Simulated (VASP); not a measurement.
Here is a VASP 6.6.1 calculation.

File INCAR:

```
SYSTEM = MgO
PREC = Accurate
ENCUT = 520
EDIFF = 1E-7
ISMEAR = 0
SIGMA = 0.02
LREAL = .FALSE.
LASPH = .TRUE.
NELM = 80
ALGO = Normal
ISIF = 2
LWAVE = .FALSE.
LCHARG = .FALSE.
GGA = PE
NBANDS = 11
```

KPOINTS

```
Automatic mesh
0
G
  4 4 4
  0 0 0
```

File POSCAR:

```
MgO
1.0
    0.0000000000      2.1085000000      2.1085000000
    2.1085000000      0.0000000000      2.1085000000
    2.1085000000      2.1085000000      0.0000000000
Mg O
1 1
Direct
    0.0000000000      0.0000000000      0.0000000000
    0.5000000000      0.5000000000      0.5000000000
```

Potentials or basis: VASP PAW PBE potentials, release 64 (Mg, O).

Command:

```sh
$ cat potpaw_PBE.64/Mg/POTCAR potpaw_PBE.64/O/POTCAR > POTCAR
$ mpirun -np 1 vasp_std > vasp.out
```

Task: Predict the band gap on the k mesh.

Result: 4.68 eV, direct.

Task: Predict the pressure.

Result: 3.4 GPa.

Caveat: the k mesh is coarse (spacing up to 0.65 Å⁻¹), so the values aren't converged.
